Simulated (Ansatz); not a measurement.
# CaSe (zincblende type): independent-particle optics

Aim: the dielectric function of CaSe (zincblende type) in the independent-particle picture, and how it depends on the functional and on the gap. Plan: HSE06 for the gap; optics with PBE on 6×6×6; optics with r2SCAN on 6×6×6; optics with PBE and scissors to the HSE06 gap on 6×6×6; optics with PBE with spin-orbit coupling on 4×4×4.

Program: Ansatz 0.2.0. Level of theory: plane waves, PAW; no local fields, no excitons. These are calculated values, not measurements.

### 1 The starting structure

Symmetry: F-43m, No. 216, cubic system. Conventional cell: a = 6.559 Å, b = 6.559 Å, c = 6.559 Å, α = 90.00°, β = 90.00°, γ = 90.00°. Around Ca (site symmetry -43m) lie 4 Se at 2.84 Å. Around Se (site symmetry -43m) lie 4 Ca at 2.84 Å.

As a file:

```
CELL_PARAMETERS angstrom
0.00000 3.27956 3.27956
3.27956 0.00000 3.27956
3.27956 3.27956 0.00000
ATOMIC_POSITIONS crystal
Ca 0.00000 0.00000 0.00000
Se 0.25000 0.25000 0.25000
```

The cell was relaxed beforehand with r2SCAN; those runs aren't shown.

### 2 A hybrid for the gap

Input file input.yaml:

```yaml
crystal:
  lattice:
    - [0.0, 3.2795613712, 3.2795613712]
    - [3.2795613712, 0.0, 3.2795613712]
    - [3.2795613712, 3.2795613712, 0.0]
  atoms:
    - { symbol: Ca, position: [0.0, 0.0, 0.0] }
    - { symbol: Se, position: [0.25, 0.25, 0.25] }
kpoints:
  mp_grid: { grid: [4, 4, 4] }
  band_path:
    path:
      - [0.0, 0.0, 0.0]
      - [-0.5, -0.5, 0.0]
      - [-0.375, -0.375, 0.25]
      - [-0.375, 0.0, 0.375]
      - [0.0, 0.0, 0.5]
      - [-0.5, -0.25, 0.25]
      - [0.0, 0.270833, -0.270833]
    npoints: 1
hamiltonian:
  xc: hse06
scf:
  occupations: { method: fixed }
  n_extra_bands: 4
output:
  forces: true
  stress: true
  eigenvalues: true
  write_density: true
  write_potential: true
  elf: true
  volumetric_format: npy
```

Started as:

```
$ ansatz run input.yaml --threads 4 --pin off --max-ram 3686MiB --backend cpu --events-out ev --progress --plain --runs-dir out
```

The runs that follow: Optics, PBE; Optics, r2SCAN; Optics, PBE with a scissors shift; Optics, PBE with spin-orbit coupling.

Q: Predict the results of all the runs planned. Wanted: ε∞, PBE; ε∞, r2SCAN; ε∞, PBE with spin-orbit coupling; tallest peak of ε₂, PBE; tallest peak of ε₂, r2SCAN; tallest peak of ε₂, PBE with spin-orbit coupling; HSE06 direct gap.

**Answer**, as computed:

| quantity | value |
| --- | --- |
| ε∞, PBE | 4.40 |
| ε∞, r2SCAN | 3.99 |
| ε∞, PBE + 0.87 eV scissors | 3.97 |
| ε∞, PBE with spin-orbit coupling | 4.33 |
| tallest peak of ε₂, PBE | 16.0 at 5.10 eV |
| tallest peak of ε₂, r2SCAN | 13.8 at 5.65 eV |
| tallest peak of ε₂, PBE + 0.87 eV scissors | 16.1 at 6.00 eV |
| tallest peak of ε₂, PBE with spin-orbit coupling | 15.4 at 5.10 eV (complete to 12.2 eV) |
| HSE06 direct gap | 4.17 eV |

What this shows: PBE + 0.87 eV scissors has the widest direct gap (4.17 eV) and PBE with spin-orbit coupling the narrowest (3.20 eV); ε∞ is 3.97 and 4.33; the spin-orbit run sums fewer bands, so its ε∞ isn't like for like. Spin-orbit coupling moves the direct gap by -0.10 eV; ε∞ doesn't compare between these two runs, as the bands summed differ. The meshes differ between the runs, and peak heights and places move with the mesh, so part of any difference isn't the level's. Local fields and excitons are left out: both change ε∞, and without excitons the onset lacks its lines.
